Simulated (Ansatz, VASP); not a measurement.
BN (Qingsongite) in VASP and in Ansatz

POSCAR

```
BN
1.0
    0.0000000000      1.8048245542      1.9031874924
    1.8048245542      0.0000000000      1.9031874924
    1.8048245542      1.8048245542      0.0000000000
B N
1 1
Direct
    0.0000000000      0.0000000000      0.0000000000
    0.2500000000      0.2500000000      0.2500000000
```

The input INCAR.step1:

```
SYSTEM = BN
  PREC = Accurate
  ENCUT = 520
  EDIFF = 1E-5
  ISMEAR = 0
  SIGMA = 0.01
  LREAL = .FALSE.
  LASPH = .TRUE.
  NELM = 100
  ALGO = Normal
  ISIF = 2
  LWAVE = .TRUE.
  GGA = PE
  NBANDS = 11
```

Contents of INCAR.step2:

```
SYSTEM = BN
  PREC = Accurate
  ENCUT = 520
  EDIFF = 1E-6
  ISMEAR = 0
  SIGMA = 0.01
  LREAL = .FALSE.
  LASPH = .TRUE.
  NELM = 100
  ALGO = Normal
  ISIF = 2
  LWAVE = .FALSE.
  LCHARG = .TRUE.
  GGA = PE
  LHFCALC = .TRUE.
  HFSCREEN = 0.2079
  PRECFOCK = Normal
  LELF = .TRUE.
  LVHAR = .TRUE.
  ISTART = 1
  NBANDS = 11
```

File KPOINTS:

```
Automatic mesh
0
G
  8 8 8
  0 0 0
```

Input for Ansatz:

```yaml
crystal:
  lattice:
    - [0.0, 1.8048245542, 1.9031874924]
    - [1.8048245542, 0.0, 1.9031874924]
    - [1.8048245542, 1.8048245542, 0.0]
  atoms:
    - { symbol: B, position: [0.0, 0.0, 0.0] }
    - { symbol: "N", position: [0.25, 0.25, 0.25] }
kpoints:
  mp_grid: { grid: [8, 8, 8] }
  band_path:
    path:
      - [0.0, 0.0, 0.0]
      - [-0.5, -0.5, 0.0]
      - [-0.375, -0.375, 0.25]
      - [-0.375, 0.0, 0.375]
      - [0.0, 0.0, 0.5]
      - [-0.5, -0.25, 0.25]
      - [0.0, 0.5, 0.5]
    npoints: 1
hamiltonian:
  xc: hse06
scf:
  occupations: { method: fixed }
  n_extra_bands: 4
output:
  forces: true
  stress: true
  eigenvalues: true
```

Change from the starting cell: uniaxial_z strain +5.5%.

Alike in both runs: task single point; functional HSE06; k mesh 8 × 8 × 8; no spin polarisation.

|  | VASP | Ansatz |
| --- | --- | --- |
| version | VASP 6.6.1 | Ansatz 0.2.0 |
| potentials or method | VASP PAW PBE potentials, release 64 (B, N) | plane waves, PAW |
| plane-wave cutoff (eV) | 520 | 420 |
| occupations | gaussian, width 0.01 eV | fixed |
| valence electrons in the cell | 8 | 8 |

VASP gave:

* gap on the k mesh at the Fermi level (eV): 5.24
* pressure (GPa): -22.8
* largest component of the traceless stress (GPa): 23.39

Question: Which values does Ansatz return?

Answer: gap on the k mesh at the Fermi level (eV): 5.25; pressure (GPa): -23.1; largest component of the traceless stress (GPa): 23.39.

Ansatz warned: «stress_exchange_threshold_loose».

Caveats: so large a pressure means that the cell lies far from this level's equilibrium, or that cutoff or potentials fall short (VASP); the potentials were made for another functional, which shifts forces and pressure (VASP). A k mesh can miss the band edges.
